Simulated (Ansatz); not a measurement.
## Crystal structures of ytterbium under revPBE

The calculation used DFT, revPBE, plane waves (420 eV) with PAW, scalar-relativistic in Ansatz 0.2.0. (PAW data from PBE, frozen cores regenerated.)

Each structure is relaxed within its own symmetry, so a high-lying one may be dynamically unstable.

```json
{"structure": "fcc", "ΔE (meV/atom)": "0", "V (Å³/atom)": "37.87", "cell": "a = 5.331 Å", "magnetic state": "non-magnetic"}
{"structure": "bcc", "ΔE (meV/atom)": "5", "V (Å³/atom)": "36.88", "cell": "a = 4.194 Å", "magnetic state": "spin not included"}
{"structure": "dhcp", "ΔE (meV/atom)": "12", "V (Å³/atom)": "38.10", "cell": "a = 3.774 Å, c = 12.359 Å (c/a = 3.275)", "magnetic state": "spin not included"}
{"structure": "hcp", "ΔE (meV/atom)": "13", "V (Å³/atom)": "38.00", "cell": "a = 3.765 Å, c = 6.192 Å (c/a = 1.645)", "magnetic state": "spin not included"}
{"structure": "A15", "ΔE (meV/atom)": "44", "V (Å³/atom)": "38.59", "cell": "a = 6.759 Å", "magnetic state": "spin not included"}
{"structure": "omega (AlB2-type)", "ΔE (meV/atom)": "77", "V (Å³/atom)": "37.84", "cell": "a = 6.030 Å, c = 3.604 Å (c/a = 0.598)", "magnetic state": "spin not included"}
{"structure": "simple cubic", "ΔE (meV/atom)": "507", "V (Å³/atom)": "42.26", "cell": "a = 3.483 Å", "magnetic state": "spin not included"}
{"structure": "diamond", "ΔE (meV/atom)": "1076", "V (Å³/atom)": "87.34", "cell": "a = 8.874 Å", "magnetic state": "spin not included"}
```

ΔE counts from fcc.

Differences under about 8 meV lie within the error of the k-point mesh.
